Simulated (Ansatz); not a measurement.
Set up this calculation in Ansatz 0.2.0, as the native input.

```
Task                : single point
Functional          : PBE
Potentials or basis : Ansatz PAW
Cutoff              : 420 eV (not typed: the program's choice for these potentials)
k mesh              : 7 × 7 × 7
Occupations         : gaussian, width 0.027 eV
Spin                : no spin polarisation
```

The system is TePb.

```xyz
2
Lattice="0.0000 3.2310 3.2310 3.2310 0.0000 3.2310 3.2310 3.2310 0.0000" Properties=species:S:1:pos:R:3 pbc="T T T"
Pb    0.0000    0.0000    0.0000
Te    3.2310    3.2310    3.2310
```

The input as run:

input.yaml

```yaml
crystal:
  lattice:
    - [0.0, 3.231, 3.231]
    - [3.231, 0.0, 3.231]
    - [3.231, 3.231, 0.0]
  atoms:
    - { symbol: Pb, position: [0.0, 0.0, 0.0] }
    - { symbol: Te, position: [0.5, 0.5, 0.5] }
hamiltonian:
  xc: pbe
  pseudopotentials: { kind: paw }
kpoints:
  mp_grid: { grid: [7, 7, 7] }
scf:
  occupations: { method: gaussian, width: 0.027 }
output:
  forces: true
  stress: true
  eigenvalues: true
```

Potentials or basis: Ansatz PAW.

Command:

```sh
$ ansatz run input.yaml --threads 2 --pin off --max-ram 5632MiB --backend cpu --events-out ev --progress --plain --runs-dir out
```

It gave:

| Property | Result |
| --- | --- |
| Pressure | 2.1 GPa |

Caveat: this odd mesh misses L, where the gap lies, so gap, dielectric constants and Born charges aren't listed.

Run time: 1.8 s on 2 threads of Arm Neoverse N1, with other jobs on the host, peak memory 0.33 GiB.
